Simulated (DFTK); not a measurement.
## PbSe (Clausthalite) in DFTK: convergence with n bands

Crystal: PbSe (Clausthalite).

```
Pb Se
1.0
     0.00000    3.01928    3.01928
     3.01928    0.00000    3.01928
     3.01928    3.01928    0.00000
Pb Se
1 1
Direct
  0.00000 0.00000 0.00000
  0.50000 0.50000 0.50000
```

The cell isn't the ideal one: cell squeezed.

```yaml
Program: DFTK 0.8.2
Task: convergence study
Functional: PBEsol
Potentials_or_basis: cp2k.nc.sr.pbe.v0_1.semicore.gth (PBE, GTH)
Cutoff: 1007 eV
k_mesh: 4 × 4 × 4
Occupations: fermi-dirac, width 0.15 eV
Spin: collinear spin, ferromagnetic start
Starting_moments: "[0.5, 0.0] μB"
```

These are the settings of the first run; the series varies n bands, with any setting tied to it.

Hardware: 1 thread of Intel(R) Xeon(R) Platinum 8488C (Sapphire Rapids), on a shared host.

```csv
n bands,"energy less the tightest run, at zero smearing (meV/atom)",SCF cycles
11,0.00,10
12,0.00,10
14,0.00,11
16,0.00,11
20,0.00,10
26,0.00,9
```

Against the tightest run, the energy stays within 1 meV/atom from 11 on. The tightest run that finished is the yardstick and may itself not be fully converged.

Caveat, for the tightest run too: the k mesh is coarse (spacing up to 0.45 Å⁻¹), so the values aren't converged; the cutoff is short for these potentials, so energies and forces aren't converged, fitted volumes are rough and the log's stress (off by 3 to 10 GPa or more in trials) isn't used; the typed number of bands is only a floor, which the program raises where levels are occupied. Spin-orbit coupling is left out, which matters for the levels of Pb.
